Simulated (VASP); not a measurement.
Write the native input for VASP 6.6.1 that does the following.

| Item | Value |
| --- | --- |
| Task | single point |
| Functional | PBE |
| Potentials or basis | VASP PAW PBE potentials, release 64 (Co, O) |
| Cutoff | 400 eV |
| k mesh | 10 × 10 × 10 |
| Occupations | gaussian, width 0.02 eV |
| Spin | collinear spin, ferromagnetic start |
| Starting moments | [3.0, 0.0] μB |
| Further INCAR settings | ALGO = Normal; EDIFF = 1e-07; NBANDS = 18 |

The structure of CoO lies in POSCAR:

```
CoO
1.0
    0.0000000000      2.1315000000      2.1315000000
    2.1315000000      0.0000000000      2.1315000000
    2.1315000000      2.1315000000      0.0000000000
Co O
1 1
Direct
    0.0000000000      0.0000000000      0.0000000000
    0.5000000000      0.5000000000      0.5000000000
```

These files were run (other wordings do the same):

INCAR

```
PREC = Accurate ; ENCUT = 400
EDIFF = 1E-7 ; ISMEAR = 0
SIGMA = 0.02 ; LREAL = False
LASPH = True ; NELM = 120
ALGO = Normal ; ISIF = 2
LWAVE = False ; LCHARG = False
ISPIN = 2 ; MAGMOM = 3 0
LORBIT = 11 ; LMAXMIX = 4
GGA = PE ; NBANDS = 18
```

KPOINTS

```
regular mesh
0
Gamma
  10 10 10
```

Potentials or basis: VASP PAW PBE potentials, release 64 (Co, O).

Launch:

```sh
$ cat potpaw_PBE.64/Co/POTCAR potpaw_PBE.64/O/POTCAR > POTCAR
$ mpirun -np 1 vasp_std > vasp.out
```

It gave:

```yaml
Band_gap_on_the_k_mesh: none (metal or under the smearing width)
Net_moment: 2.93 μB per cell
Site_moments: Co +2.57; O +0.31 μB
Valence_electrons_inside_the_program's_atomic_spheres: Co 7.78; O 5.02
```

Caveat: a cell with one magnetic atom can't hold antiferromagnetic order, which such compounds often take; semilocal functionals often make such compounds metallic where correlation or magnetic order opens a gap, which also shifts bond lengths.

It took 24 s on 1 thread of Intel(R) Xeon(R) Platinum 8488C (Sapphire Rapids), on a shared host, peak memory 0.14 GiB.
